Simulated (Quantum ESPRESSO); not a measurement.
The system is CuO.

```
Cu O
1.0
     1.99097   -2.15355    0.00000
     1.99097    2.15355    0.00000
     0.00000    0.00000    5.15593
Cu O
2 2
Direct
  0.50000 0.00000 0.00000
  0.00000 0.50000 0.50000
  0.50000 0.50000 0.25000
  0.50000 0.50000 0.75000
```

Measurements of this composition are mostly on another form, of space group No. 15.

| Quantity | Value |
| --- | --- |
| Program | Quantum ESPRESSO 7.5 |
| Task | single point |
| Functional | PBEsol |
| Potentials or basis | GBRV 1.5 PBEsol |
| Cutoff | 762 eV |
| Density cutoff | 6095 eV |
| k mesh | 9 × 9 × 5 |
| Occupations | fermi-dirac, width 0.05 eV |
| Spin | no spin polarisation |

On this cell: pressure -5.6 GPa; largest force under 0.003 eV/Å; band gap on the k mesh none (metal or under the smearing width).

The same run follows on a disturbed copy (atoms moved at random, drawn with an rms of 0.05 Å):

```
Cu O
1.0
     1.99097   -2.15355    0.00000
     1.99097    2.15355    0.00000
     0.00000    0.00000    5.15593
Cu O
2 2
Direct
  0.50139 0.99208 0.99690
  0.99817 0.48870 0.49358
  0.49427 0.50718 0.25213
  0.50850 0.50044 0.74135
```

Q: What does the disturbed cell give?

A: The energy (extrapolated to zero smearing) moves by +7.3 meV/atom; pressure -5.3 GPa; largest force 0.617 eV/Å; band gap on the k mesh none (metal or under the smearing width).

Forces on the atoms (eV/Å):
```
Cu   0.277  0.298 -0.092
Cu   0.203  0.086  0.253
O   -0.182 -0.307 -0.503
O   -0.298 -0.076  0.341
```

Stress tensor (GPa, compression positive):
```
-4.03 -0.81 -0.83
-0.81 -5.51  0.36
-0.83  0.36 -6.44
```

Caveats: the run has no spin polarisation, though such a crystal can be magnetic; semilocal functionals often make such compounds metallic where correlation or magnetic order opens a gap, which also shifts bond lengths.
